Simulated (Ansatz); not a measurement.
# Al2Cu: how settings move the results

The task, for Al2Cu: test the occupation rule and width.

Method: DFT r2SCAN, scalar-relativistic, plane waves, PAW, in Ansatz 0.2.0.

2 further runs of the same task are left out: 2 for a known fault of the program. Runs told in other sessions of the task aren't counted.

**1. The system as given**

The structure is tetragonal, space group P4/mmm (No. 123). Conventional cell: a = 4.105 Å, b = 4.105 Å, c = 2.891 Å, α = 90.00°, β = 90.00°, γ = 90.00°. Around Al (site symmetry mmm) lie 4 Cu at 2.51 Å. Cu (site symmetry 4/mmm) is surrounded by 8 Al at 2.51 Å.

Structure file:

```cif
data_structure
_symmetry_space_group_name_H-M 'P4/mmm'
_symmetry_Int_Tables_number 123
_cell_length_a 4.1052
_cell_length_b 4.1052
_cell_length_c 2.8913
_cell_angle_alpha 90.000
_cell_angle_beta 90.000
_cell_angle_gamma 90.000
_cell_volume 48.73
loop_
_atom_site_label
_atom_site_type_symbol
_atom_site_symmetry_multiplicity
_atom_site_Wyckoff_symbol
_atom_site_fract_x
_atom_site_fract_y
_atom_site_fract_z
_atom_site_occupancy
Al1 Al 2 e 0.50000 0.00000 0.50000 1
Cu1 Cu 1 a 0.00000 0.00000 0.00000 1
```

Source of the structure: the Materials Project (structure only). It is taken as it stands there.

**2. The base run, which the others are set against**

The input, input.yaml:

```yaml
crystal:
  lattice:
    - [4.105182, 0.0, 0.0]
    - [0.0, 4.105182, 0.0]
    - [0.0, 0.0, 2.891313]
  atoms:
    - { symbol: Al, position: [0.5, 0.0, 0.5] }
    - { symbol: Al, position: [0.0, 0.5, 0.5] }
    - { symbol: Cu, position: [0.0, 0.0, 0.0] }
basis:
  ecutwfc: 500
kpoints:
  mp_grid: { grid: [10, 10, 14] }
hamiltonian:
  xc: r2scan
scf:
  occupations: { method: gaussian, width: 0.1 }
output:
  forces: true
  stress: true
  eigenvalues: true
  populations: true
  write_density: true
  write_potential: true
  elf: true
  volumetric_format: npy
```

Its results, from an earlier run: -2570.7245 eV/atom at zero smearing, pressure -2.16 GPa, largest force 0.000 eV/Å, no gap on the mesh, in 8 SCF cycles and 38 s.

**3. Occupation rule and width: Gaussian 0.01 eV**

The input, input.yaml:

```yaml
crystal:
  lattice:
    - [4.105182, 0.0, 0.0]
    - [0.0, 4.105182, 0.0]
    - [0.0, 0.0, 2.891313]
  atoms:
    - { symbol: Al, position: [0.5, 0.0, 0.5] }
    - { symbol: Al, position: [0.0, 0.5, 0.5] }
    - { symbol: Cu, position: [0.0, 0.0, 0.0] }
basis:
  ecutwfc: 500
kpoints:
  mp_grid: { grid: [10, 10, 14] }
hamiltonian:
  xc: r2scan
scf:
  occupations: { method: gaussian, width: 0.01 }
output:
  forces: true
  stress: true
  eigenvalues: true
```

Started as:

```sh
ansatz run input.yaml --threads 1 --pin off --max-ram 2560MiB --backend cpu --events-out ev --progress --plain --runs-dir out
```

**4. Occupation rule and width: Gaussian 0.02 eV**

Changes to input.yaml since step 3:

```diff
@@ -16,3 +16,3 @@
 scf:
-  occupations: { method: gaussian, width: 0.01 }
+  occupations: { method: gaussian, width: 0.02 }
 output:
```

**5. Occupation rule and width: Fermi–Dirac 0.01 eV**

Changes to input.yaml since step 4:

```diff
@@ -16,3 +16,3 @@
 scf:
-  occupations: { method: gaussian, width: 0.02 }
+  occupations: { method: fermi_dirac, width: 0.01 }
 output:
```

**6. Occupation rule and width: Fermi–Dirac 0.05 eV**

Changes to input.yaml since step 5:

```diff
@@ -16,3 +16,3 @@
 scf:
-  occupations: { method: fermi_dirac, width: 0.01 }
+  occupations: { method: fermi_dirac, width: 0.05 }
 output:
```

**7. Occupation rule and width: Fermi–Dirac 0.2 eV**

Changes to input.yaml since step 6:

```diff
@@ -16,3 +16,3 @@
 scf:
-  occupations: { method: fermi_dirac, width: 0.05 }
+  occupations: { method: fermi_dirac, width: 0.2 }
 output:
```

**8. Occupation rule and width: Fermi–Dirac 0.3 eV**

Changes to input.yaml since step 7:

```diff
@@ -16,3 +16,3 @@
 scf:
-  occupations: { method: fermi_dirac, width: 0.2 }
+  occupations: { method: fermi_dirac, width: 0.3 }
 output:
```

**9. Occupation rule and width: Methfessel–Paxton 0.5 eV**

Changes to input.yaml since step 8:

```diff
@@ -16,3 +16,3 @@
 scf:
-  occupations: { method: fermi_dirac, width: 0.3 }
+  occupations: { method: methfessel_paxton, width: 0.5 }
 output:
```

**10. Occupation rule and width set to cold 0.01 eV**

Changes to input.yaml since step 9:

```diff
@@ -16,3 +16,3 @@
 scf:
-  occupations: { method: methfessel_paxton, width: 0.5 }
+  occupations: { method: cold, width: 0.01 }
 output:
```

**11. Occupation rule and width set to cold 0.05 eV**

Changes to input.yaml since step 10:

```diff
@@ -16,3 +16,3 @@
 scf:
-  occupations: { method: cold, width: 0.01 }
+  occupations: { method: cold, width: 0.05 }
 output:
```

**12. Occupation rule and width: cold 0.1 eV**

Changes to input.yaml since step 11:

```diff
@@ -16,3 +16,3 @@
 scf:
-  occupations: { method: cold, width: 0.05 }
+  occupations: { method: cold, width: 0.1 }
 output:
```

**13. Occupation rule and width: cold 0.3 eV**

Changes to input.yaml since step 12:

```diff
@@ -16,3 +16,3 @@
 scf:
-  occupations: { method: cold, width: 0.1 }
+  occupations: { method: cold, width: 0.3 }
 output:
```

**14. Occupation rule and width set to tetrahedron**

Changes to input.yaml since step 13:

```diff
@@ -16,3 +16,3 @@
 scf:
-  occupations: { method: cold, width: 0.3 }
+  occupations: { method: tetrahedron }
 output:
```

(Steps that only read results are left out.)

What results come out of these runs, taken together? Wanted: largest energy shift, occupation rule and width.

The runs gave:

```
                                       quantity                             value
largest energy shift, occupation rule and width  2.19 meV/atom at Fermi–Dirac 0.3
```

In words: The free energy moves by up to 41.5 meV/atom (Fermi–Dirac 0.3), the energy extrapolated to zero width by up to 2.19. For the widths that shift F most, the extrapolation takes out most of the shift. In a metal, forces and stress under tetrahedra need not match the slope of their energy.
